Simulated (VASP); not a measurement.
# Sr (P6_3/mmc) in VASP: further runs

Runs on Sr. Level: PBE. Tasks: single point.

Everything below comes from runs of VASP 6.6.1. Logs are shortened: lines on timing, memory, paths and dates and some standing lists are left out, and cuts for length are marked.

**1. The structure**

It takes space group P6_3/mmc (No. 194, hexagonal). The conventional cell has a = 4.310 Å, b = 4.310 Å, c = 7.050 Å, α = 90.00°, β = 90.00°, γ = 120.00°. Sr (site symmetry -6m2) is surrounded by 12 Sr at 4.31 Å.

This isn't the form of Sr at room conditions, which is fcc.

**2. Single point, PBE**

The input, INCAR:

```
SYSTEM = Sr
  ADDGRID = .False.
  ALGO = Normal
  EDIFF = 1E-8
  ENCUT = 900
  GGA = PE
  ISIF = 2
  ISMEAR = 0
  LASPH = .True.
  LCHARG = .False.
  LREAL = .False.
  LWAVE = .False.
  NBANDS = 17
  NELM = 100
  PREC = Accurate
  SIGMA = 0.05
```

The input, KPOINTS:

```
k-points
0
Gamma
  12 12 7
  0 0 0
```

The input, POSCAR:

```
Sr
1.0
    4.3100000000      0.0000000000      0.0000000000
   -2.1550000000      3.7325694903      0.0000000000
    0.0000000000      0.0000000000      7.0500000000
Sr
2
Direct
    0.6666666667      0.3333333333      0.7500000000
    0.3333333333      0.6666666667      0.2500000000
```

Potentials or basis: VASP PAW PBE potentials, release 64 (Sr_sv).

Run with:

```
cat potpaw_PBE.64/Sr_sv/POTCAR > POTCAR
mpirun -np 1 vasp_std > vasp.out
```

OUTCAR:

```text
SYSTEM = Sr
   EDIFF = 1E-8
   ENCUT = 900
   GGA = PE
   ISIF = 2
   ISMEAR = 0
   LASPH = .True.
   LREAL = .False.
   NELM = 100
   PREC = Accurate

 ion  position               nearest neighbor table
   1  0.667  0.333  0.750-   2 4.31   2 4.31   2 4.31   2 4.31   2 4.31   2 4.31
   2  0.333  0.667  0.250-   1 4.31   1 4.31   1 4.31   1 4.31   1 4.31   1 4.31

  LATTYP: Found a hexagonal cell.
 ALAT       =     4.3100000000
 C/A-ratio  =     1.6357308585

  Lattice vectors:

 A1 = (   4.3100000000,   0.0000000000,   0.0000000000)
 A2 = (  -2.1550000000,   3.7325694903,   0.0000000000)
 A3 = (   0.0000000000,   0.0000000000,   7.0500000000)

Analysis of symmetry for initial positions (statically):
=====================================================================
 Subroutine PRICEL returns:
 Original cell was already a primitive cell.

 Routine SETGRP: Setting up the symmetry group for a
 hexagonal supercell.

 Subroutine GETGRP returns: Found 24 space group operations
 (whereof 12 operations were pure point group operations)
 out of a pool of 24 trial point group operations.

The static configuration has the point symmetry D_3d.
 The point group associated with its full space group is D_6h.

Analysis of symmetry for dynamics (positions and initial velocities):
=====================================================================
 Subroutine PRICEL returns:
 Original cell was already a primitive cell.

 Routine SETGRP: Setting up the symmetry group for a
 hexagonal supercell.

 Subroutine GETGRP returns: Found 24 space group operations
 (whereof 12 operations were pure point group operations)
 out of a pool of 24 trial point group operations.

The dynamic configuration has the point symmetry D_3d.
 The point group associated with its full space group is D_6h.

 Subroutine INISYM returns: Found 24 space group operations
 (whereof 12 operations are pure point group operations),
 and found     1 'primitive' translations

----------------------------------------------------------------------------------------

                                     Primitive cell

  volume of cell :     113.4160

  direct lattice vectors                    reciprocal lattice vectors
     4.310000000  0.000000000  0.000000000     0.232018561  0.133955979  0.000000000
    -2.155000000  3.732569490  0.000000000     0.000000000  0.267911958  0.000000000
     0.000000000  0.000000000  7.050000000     0.000000000  0.000000000  0.141843972

  length of vectors
     4.310000000  4.310000000  7.050000000     0.267911958  0.267911958  0.141843972

  position of ions in fractional coordinates (direct lattice)
     0.666666667  0.333333333  0.750000000
     0.333333333  0.666666667  0.250000000

  ion indices of the primitive-cell ions
   primitive index   ion index
                 1           1
                 2           2

----------------------------------------------------------------------------------------

 KPOINTS: k-points

Automatic generation of k-mesh.
 Grid dimensions read from file:
 generate k-points for:   12   12    7

 Generating k-lattice:

  Cartesian coordinates                     Fractional coordinates (reciprocal lattice)
     0.019334880  0.011162998  0.000000000     0.083333333  0.000000000  0.000000000
     0.000000000  0.022325996  0.000000000     0.000000000  0.083333333  0.000000000
     0.000000000  0.000000000  0.020263425     0.000000000  0.000000000  0.142857143

  Length of vectors
     0.022325996  0.022325996  0.020263425

  Shift w.r.t. Gamma in fractional coordinates (k-lattice)
     0.000000000  0.000000000  0.000000000

 Subroutine IBZKPT returns following result:
 ===========================================

 Found     76 irreducible k-points:

 Following reciprocal coordinates:
            Coordinates               Weight
  0.000000  0.000000  0.000000      1.000000
  0.083333  0.000000  0.000000      6.000000
  0.166667  0.000000  0.000000      6.000000
  0.250000  0.000000  0.000000      6.000000
  0.333333  0.000000  0.000000      6.000000
  0.416667  0.000000  0.000000      6.000000
[... 16 lines left out ...]
  0.250000  0.000000  0.142857     12.000000
  0.333333  0.000000  0.142857     12.000000
 [... further k-points ...]
   k-points           NKPTS =     76   k-points in BZ     NKDIM =     76   number of bands    NBANDS=     17
   number of dos      NEDOS =    301   number of ions     NIONS =      2
   total plane-waves  NPLWV = 123480
   dimension x,y,z NGX =    42 NGY =   42 NGZ =   70
   dimension x,y,z NGXF=    84 NGYF=   84 NGZF=  140
   ions per type =               2
   NGX,Y,Z   is equivalent  to a cutoff of  16.20, 16.20, 16.51 a.u.
   NGXF,Y,Z  is equivalent  to a cutoff of  32.40, 32.40, 33.01 a.u.
 SYSTEM =  Sr
   PREC   = accura    normal or accurate (medium, high low for compatibility)
   ISTART =      0    job   : 0-new  1-cont  2-samecut
   ICHARG =      2    charge: 1-file 2-atom 10-const
   ISPIN  =      1    spin polarized calculation?
   LNONCOLLINEAR =      F non collinear calculations
   LSORBIT =      F    spin-orbit coupling
   LASPH  =      T    aspherical Exc in radial PAW
   ENCUT  =  900.0 eV  66.15 Ry    8.13 a.u.  10.54 10.54 17.25*2*pi/ulx,y,z
   NELM   =    100;   NELMIN=  2; NELMDL= -5     # of ELM steps
   EDIFF  = 0.1E-07   stopping-criterion for ELM
   LREAL  =      F    real-space projection
   EDIFFG = 0.1E-06   stopping-criterion for IOM
   NSW    =      0    number of steps for IOM
   IBRION =     -1    ionic relax: 0-MD 1-quasi-New 2-CG
   NFREE  =      0    steps in history (QN), initial steepest desc. (CG)
   ISIF   =      2    stress and relaxation
   ISYM   =      2    0-nonsym 1-usesym 2-fastsym
   POTIM  = 0.5000    time-step for ionic-motion
   TEBEG  =    0.0;   TEEND  =   0.0 temperature during run
   PSTRESS=    0.0 pullay stress
   NELECT =      20.0000    total number of electrons
   NUPDOWN=      -1.0000    fix difference up-down
   EMIN   =  10.00;   EMAX   =-10.00  energy-range for DOS
   EFERMI =   0.00;   METHOD = LEGACY
   ISMEAR =     0;   SIGMA  =   0.05  broadening in eV -4-tet -1-fermi 0-gaus
   EFERMI_NEDOS =   21; number of points for ismear=-14 and -15
   IALGO  =     38    algorithm
   IMIX   =      4    mixing-type and parameters
     AMIX     =   0.40;   BMIX     =  1.00
     AMIX_MAG =   1.60;   BMIX_MAG =  1.00
  volume/ion in A,a.u.               =      56.71       382.68
  Fermi-wavevector in a.u.,A,eV,Ry     =   0.918037  1.734838 11.466874  0.842791
  Thomas-Fermi vector in A             =   2.043073
   LORBIT       =      0    0 simple, 1 ext, 2 COOP (PROOUT), +10 PAW based schemes
   GGA     = PE    functional components
   LHFCALC =     F    Hartree Fock is set to
   AEXX    =    0.0000 exact exchange contribution
   IVDW    =     0    specifies the selected vdW correction
   LEPSILON=     F    determine dielectric tensor
   LRPA    =     F    only Hartree local field effects (RPA)
 non-spin polarized calculation
 Gauss-broadening in eV      SIGMA  =   0.05
  energy-cutoff  :      900.00
  volume of cell :      113.42
 maximum number of plane-waves:      7000
   NGX = 21   NGY = 21   NGZ = 35

 number of electron      20.0000000 magnetization

 Free energy of the ion-electron system (eV)
  ---------------------------------------------------
  ext. energy  EPLUGINS =         0.00000000
  ---------------------------------------------------
  free energy    TOTEN  =        -3.26907040 eV

  energy without entropy =       -3.26640532  energy(sigma->0) =       -3.26773786

 E-fermi :   1.5093     XC(G=0):  -7.2585

 val. band max:        1.5085211426   @ k =   0.3333   0.0000   0.0000
 cond. band min:       1.5191616611   @ k =   0.3333   0.0000   0.0000
 fundamental gap:      0.0106405185
 Fermi energy:         1.5092725202

 k-point     1 :       0.0000    0.0000    0.0000
  band No.  band energies     occupation
      1     -35.1973      2.00000
      2     -35.1855      2.00000
      3     -17.2623      2.00000
      4     -17.1149      2.00000
      5     -17.1149      2.00000
      6     -17.0909      2.00000
[... 9 lines left out ...]
     16       4.1447      0.00000
     17       4.6478      0.00000

 k-point     2 :       0.0833    0.0000    0.0000
  band No.  band energies     occupation
      1     -35.1966      2.00000
      2     -35.1851      2.00000
      3     -17.2584      2.00000
      4     -17.1239      2.00000
      5     -17.1178      2.00000
      6     -17.1002      2.00000
[... 9 lines left out ...]
     16       4.2361      0.00000
     17       4.5030      0.00000

 k-point     3 :       0.1667    0.0000    0.0000
  band No.  band energies     occupation
      1     -35.1946      2.00000
      2     -35.1842      2.00000
      3     -17.2474      2.00000
      4     -17.1484      2.00000
      5     -17.1254      2.00000
      6     -17.1253      2.00000
[... 9 lines left out ...]
     16       4.2050      0.00000
     17       4.2989      0.00000

 k-point     4 :       0.2500    0.0000    0.0000
  band No.  band energies     occupation
      1     -35.1918      2.00000
      2     -35.1830      2.00000
      3     -17.2309      2.00000
      4     -17.1821      2.00000
      5     -17.1587      2.00000
      6     -17.1354      2.00000
[... 9 lines left out ...]
     16       4.5187      0.00000
     17       4.5254      0.00000
[... 343 lines left out ...]
      1     -35.1941      2.00000
      2     -35.1847      2.00000
      3     -17.2412      2.00000
      4     -17.1462      2.00000
      5     -17.1302      2.00000
      6     -17.1239      2.00000
[... 9 lines left out ...]
     16       4.2973      0.00000
     17       4.5123      0.00000

 k-point    23 :       0.2500    0.0000    0.1429
  band No.  band energies     occupation
      1     -35.1914      2.00000
      2     -35.1834      2.00000
      3     -17.2290      2.00000
      4     -17.1773      2.00000
      5     -17.1630      2.00000
      6     -17.1338      2.00000
[... 9 lines left out ...]
     16       4.5254      0.00000
     17       4.6154      0.00000

 k-point    24 :       0.3333    0.0000    0.1429
  band No.  band energies     occupation
      1     -35.1885      2.00000
      2     -35.1823      2.00000
      3     -17.2284      2.00000
      4     -17.2001      2.00000
      5     -17.1894      2.00000
      6     -17.1434      2.00000
[... 9 lines left out ...]
     16       4.9241      0.00000
     17       5.0204      0.00000

 [... further k-points ...]

------------------------ aborting loop because EDIFF is reached ----------------------------------------

  FORCE on cell =-STRESS in cart. coord.  units (eV):
  Direction    XX          YY          ZZ          XY          YZ          ZX
  --------------------------------------------------------------------------------------
  -------------------------------------------------------------------------------------
  Total       -0.1916256     -0.1916256     -0.1310285     -0.0000000      0.0000000      0.0000000
  in kB       -2.7070092     -2.7070092     -1.8509819     -0.0000000      0.0000000      0.0000000
  external PRESSURE =      -2.4216667 kB  Pullay stress =       0.0000000 kB

 VOLUME and BASIS-vectors are now :
 -----------------------------------------------------------------------------
  energy-cutoff  :      900.00
  volume of cell :      113.42
      direct lattice vectors                 reciprocal lattice vectors
     4.310000000  0.000000000  0.000000000     0.232018561  0.133955979  0.000000000
    -2.155000000  3.732569490  0.000000000     0.000000000  0.267911958  0.000000000
     0.000000000  0.000000000  7.050000000     0.000000000  0.000000000  0.141843972

 POSITION                                       TOTAL-FORCE (eV/Angst)
 -----------------------------------------------------------------------------------
      2.15500      1.24419      5.28750         0.000000      0.000000      0.000000
     -0.00000      2.48838      1.76250        -0.000000      0.000000      0.000000
 -----------------------------------------------------------------------------------
    total drift:                                0.000000     -0.000000      0.000000

  FREE ENERGIE OF THE ION-ELECTRON SYSTEM (eV)
  ---------------------------------------------------
  free  energy   TOTEN  =        -3.2690703952 eV

  energy  without entropy=       -3.2664053216  energy(sigma->0) =       -3.26773786
```

It took 2.3 min on 1 thread of Intel Xeon 6975P-C (Granite Rapids), shared host; peak memory 0.51 GiB.

Results:

```
Free energy            : -3.2691 eV
Pressure               : -0.2 GPa
Band gap on the k mesh : none (metal or under the smearing width)
```

Stress tensor (GPa, compression positive):
```
-0.27  0.00  0.00
 0.00 -0.27  0.00
 0.00  0.00 -0.19
```

**3. Single point, PBE**

INCAR is that of step 2.

KPOINTS is that of step 2.

The input, POSCAR:

```
Sr
1.0
    4.3100000000      0.0000000000      0.0000000000
   -2.1550000000      3.7325694903      0.0000000000
    0.0000000000      0.0000000000      7.0500000000
Sr
2
Direct
    0.6432960000      0.3178180000      0.7464440000
    0.3199860000      0.6535770000      0.2508690000
```

Potentials or basis: VASP PAW PBE potentials, release 64 (Sr_sv).

Run with:

```
cat potpaw_PBE.64/Sr_sv/POTCAR > POTCAR
mpirun -np 1 vasp_std > vasp.out
```

It took 14 min on 1 thread of Intel Xeon 6975P-C (Granite Rapids), shared host; peak memory 1.8 GiB.

The run converged. Its results:

| Item | Value |
| --- | --- |
| Free energy | -3.2682 eV |
| Pressure | -0.2 GPa |
| Largest force | 0.042 eV/Å |
| Band gap on the k mesh | none (metal or under the smearing width) |

Forces on the atoms (eV/Å):
```
Sr   0.012  0.002  0.040
Sr  -0.012 -0.002 -0.040
```

Stress tensor (GPa, compression positive):
```
-0.28 -0.05  0.00
-0.05 -0.26  0.00
 0.00  0.00 -0.18
```

Levels at points of the mesh, in eV from the Fermi level:
```
           k point  band 6  band 7  band 8  band 9  band 10  band 11  band 12  band 13  band 14  band 15
(0.00, 0.00, 0.00)  -18.60  -18.60  -18.60   -3.63    -1.15    -0.01     2.23     2.24     2.25     2.62
(0.50, 0.00, 0.00)  -18.66  -18.63  -18.62   -1.15    -0.56     0.05     0.22     1.30     1.84     2.13
(0.00, 0.50, 0.00)  -18.66  -18.64  -18.62   -1.13    -0.58     0.07     0.23     1.24     1.81     2.14
(0.50, 0.50, 0.00)  -18.66  -18.64  -18.62   -1.13    -0.58     0.08     0.24     1.22     1.80     2.15
```
